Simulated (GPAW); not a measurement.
A run of GPAW 26.7.0 is set up as follows.

run.py

```python
from ase.dft.bandgap import bandgap
from ase.io import read, write
from ase.units import GPa
from gpaw import GPAW, PW

atoms = read('V3Si.cif')
atoms.set_initial_magnetic_moments([2.0, 2.0, 2.0, 2.0, 2.0, 2.0, 0.0, 0.0])

calc = GPAW(mode=PW(600),
            xc='PBE',
            kpts={'size': (4, 4, 4), 'gamma': True},
            occupations={'name': 'fermi-dirac', 'width': 0.05},
            setups={'V': ':d,7.0'},
            nbands=75,
            convergence={'density': 1e-05, 'energy': 1e-05},
            maxiter=150,
            txt='gpaw.txt')
atoms.calc = calc
energy = atoms.get_potential_energy()
forces = atoms.get_forces()
stress = atoms.get_stress()
calc.write('gs.gpw')
write('result.traj', atoms)
print(f'Energy: {energy:.6f} eV')
print('Forces (eV/A):')
print(forces.round(4))
print('Stress (GPa):', (stress / GPa).round(3))
print('Moments:', calc.get_magnetic_moments().round(3))
print('Fermi level:', round(calc.get_fermi_level(), 4), 'eV')
print(f'Gap: {bandgap(calc)[0]:.4f} eV, direct: {bandgap(calc, direct=True)[0]:.4f} eV')

path = atoms.cell.bandpath('GXMGRX,MR', npoints=80, eps=1e-4)
bs_calc = calc.fixed_density(kpts=path, symmetry='off', nbands=104,
                             convergence={'bands': 'CBM+6.0', 'eigenstates': 1e-6}, txt='bands.txt')
bs = bs_calc.band_structure()
bs.write('bs.json')
print(f'Gap on the path: {bandgap(bs_calc)[0]:.4f} eV')
```

V3Si.cif

```cif
data_V3Si
_cell_length_a 4.73200000
_cell_length_b 4.73200000
_cell_length_c 4.73200000
_cell_angle_alpha 90.00000000
_cell_angle_beta 90.00000000
_cell_angle_gamma 90.00000000
_space_group_name_H-M_alt 'Pm-3n'
_space_group_name_Hall '-P 4n 2 3'
_space_group_IT_number 223
loop_
_space_group_symop_operation_xyz
'x,y,z'
'-x,-y,-z'
'-y+1/2,x+1/2,z+1/2'
'y+1/2,-x+1/2,-z+1/2'
'-x,-y,z'
'x,y,-z'
'y+1/2,-x+1/2,z+1/2'
'-y+1/2,x+1/2,-z+1/2'
'x,-y,-z'
'-x,y,z'
'-y+1/2,-x+1/2,-z+1/2'
'y+1/2,x+1/2,z+1/2'
'-x,y,-z'
'x,-y,z'
'y+1/2,x+1/2,-z+1/2'
'-y+1/2,-x+1/2,z+1/2'
'z,x,y'
'-z,-x,-y'
'z+1/2,-y+1/2,x+1/2'
'-z+1/2,y+1/2,-x+1/2'
'z,-x,-y'
'-z,x,y'
'z+1/2,y+1/2,-x+1/2'
'-z+1/2,-y+1/2,x+1/2'
'-z,x,-y'
'z,-x,y'
'-z+1/2,-y+1/2,-x+1/2'
'z+1/2,y+1/2,x+1/2'
'-z,-x,y'
'z,x,-y'
'-z+1/2,y+1/2,x+1/2'
'z+1/2,-y+1/2,-x+1/2'
'y,z,x'
'-y,-z,-x'
'x+1/2,z+1/2,-y+1/2'
'-x+1/2,-z+1/2,y+1/2'
'-y,z,-x'
'y,-z,x'
'-x+1/2,z+1/2,y+1/2'
'x+1/2,-z+1/2,-y+1/2'
'-y,-z,x'
'y,z,-x'
'-x+1/2,-z+1/2,-y+1/2'
'x+1/2,z+1/2,y+1/2'
'y,-z,-x'
'-y,z,x'
'x+1/2,-z+1/2,y+1/2'
'-x+1/2,z+1/2,-y+1/2'
loop_
_atom_site_label
_atom_site_type_symbol
_atom_site_symmetry_multiplicity
_atom_site_Wyckoff_symbol
_atom_site_fract_x
_atom_site_fract_y
_atom_site_fract_z
_atom_site_occupancy
V1 V 6 c 0.0000000000 0.5000000000 0.2500000000 1
Si1 Si 2 a 0.5000000000 0.5000000000 0.5000000000 1
```

Potentials or basis: GPAW PAW data sets (gpaw-data 1.2.1), pw.

Run with:

```bash
$ OMP_NUM_THREADS=1 python run.py
```

Predict the band gap along the path.

none (metal or under the smearing width).

Predict the site moments.

V +2.29; Si -0.16 μB.

Predict the pressure.

47.3 GPa.

Levels at the corners of the path, in eV from the Fermi level:
Spin up:
| point | band 46 | band 47 | band 48 | band 49 | band 50 | band 51 | band 52 | band 53 | band 54 | band 55 |
| --- | --- | --- | --- | --- | --- | --- | --- | --- | --- | --- |
| Γ | -1.39 | -1.39 | -0.88 | -0.88 | -0.88 | -0.80 | 0.16 | 0.16 | 1.93 | 1.93 |
| X | -1.67 | -1.13 | -1.13 | -0.81 | -0.81 | -0.18 | -0.18 | 1.54 | 1.54 | 1.87 |
| M | -1.12 | -0.61 | -0.26 | -0.25 | -0.13 | 0.26 | 0.26 | 0.69 | 0.91 | 1.09 |
| Γ | -1.39 | -1.39 | -0.88 | -0.88 | -0.88 | -0.80 | 0.16 | 0.16 | 1.93 | 1.93 |
| R | -0.49 | -0.49 | -0.49 | 0.30 | 0.30 | 0.30 | 0.30 | 0.30 | 0.30 | 1.52 |
| X | -1.67 | -1.13 | -1.13 | -0.81 | -0.81 | -0.18 | -0.18 | 1.54 | 1.54 | 1.87 |
| M | -1.12 | -0.61 | -0.26 | -0.25 | -0.13 | 0.26 | 0.26 | 0.69 | 0.91 | 1.09 |
| R | -0.49 | -0.49 | -0.49 | 0.30 | 0.30 | 0.30 | 0.30 | 0.30 | 0.30 | 1.52 |
Spin down:
```tsv
point	band 32	band 33	band 34	band 35	band 36	band 37	band 38	band 39	band 40	band 41
Γ	-2.62	-1.32	-1.32	-0.74	-0.74	-0.74	1.15	1.17	1.17	1.17
X	-2.83	-0.72	-0.72	-0.30	-0.30	1.06	1.06	1.36	1.36	1.56
M	-1.67	-1.55	-1.55	-0.81	-0.48	0.49	1.65	1.65	1.72	2.38
Γ	-2.62	-1.32	-1.32	-0.74	-0.74	-0.74	1.15	1.17	1.17	1.17
R	-4.29	0.50	0.50	0.50	0.50	0.50	0.50	1.66	1.66	1.66
X	-2.83	-0.72	-0.72	-0.30	-0.30	1.06	1.06	1.36	1.36	1.56
M	-1.67	-1.55	-1.55	-0.81	-0.48	0.49	1.65	1.65	1.72	2.38
R	-4.29	0.50	0.50	0.50	0.50	0.50	0.50	1.66	1.66	1.66
```

Caveat: the k mesh is coarse; a pressure of tens of GPa on the cell as given is suspect, and the run, the potentials or the cell itself is likely at fault; the U is typed as a test and isn't derived for this compound. The state reached can hang on the start; a lower one may exist.
